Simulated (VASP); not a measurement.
Fe:

```
Fe
1.0
    -1.44300    1.44300    1.44300
     1.44300   -1.44300    1.44300
     1.44300    1.44300   -1.44300
Fe
1
Direct
  0.00000 0.00000 0.00000
```

Base run:

| Item | Value |
| --- | --- |
| Program | VASP 6.6.1 |
| Functional | PBE |
| Potentials or basis | VASP PAW PBE potentials, release 64 (Fe) |
| Cutoff | 520 eV |
| k mesh | 13 × 13 × 13 |
| Occupations | fermi-dirac, width 0.05 eV |
| Spin | collinear spin, ferromagnetic start |
| Starting moments | [3.0] μB |

Its results: net moment 2.28 μB per cell; site moments Fe +2.37 μB.

The run is repeated on the same cell with these changes: functional from PBE to r2SCAN. What comes out?

Net moment 2.65 μB per cell; site moments Fe +2.73 μB.

Not every run made on this cell is shown here.
